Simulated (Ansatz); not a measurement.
# HfO₂: pressure coefficient of the gap from its deformation potential

Method: Ansatz, DFT LDA, scalar-relativistic, plane waves, PAW. Cutoff 420 eV, mesh 6×6×8 in the first runs.

The relaxed cell is P4_2/mnm with a = 4.789 Å, c = 3.186 Å. An equation of state gives B0 = 231.8 GPa at V0 = 12.178 Å³/atom, and gaps on the k mesh of 3.980 eV at 11.812 Å³/atom, 3.877 eV at 12.177 Å³/atom, 3.785 eV at 12.542 Å³/atom.

Question: Predict dE_g/dP at zero pressure, and compare with cells relaxed under pressure.

Answer: A parabola in ln V through the three points has the slope a = dE_g/d ln V = -3.24 eV at V0. Since dP = −B d ln V, dE_g/dP = −a/B = 14.0 meV/GPa. Separate runs under pressure gave gaps (over the zone) of 3.864 eV at -1.00 GPa, 3.877 eV at -0.01 GPa, 3.890 eV at 1.00 GPa, a slope of 13.3 meV/GPa at zero. The two routes agree within 0.6 meV/GPa. Compression widens this gap. Pressure coefficients of semilocal functionals are as a rule better than their gaps.

Spin-orbit coupling is left out, which matters for the bands of heavy elements.

This rutile-type form isn't the usual stable structure of the compound.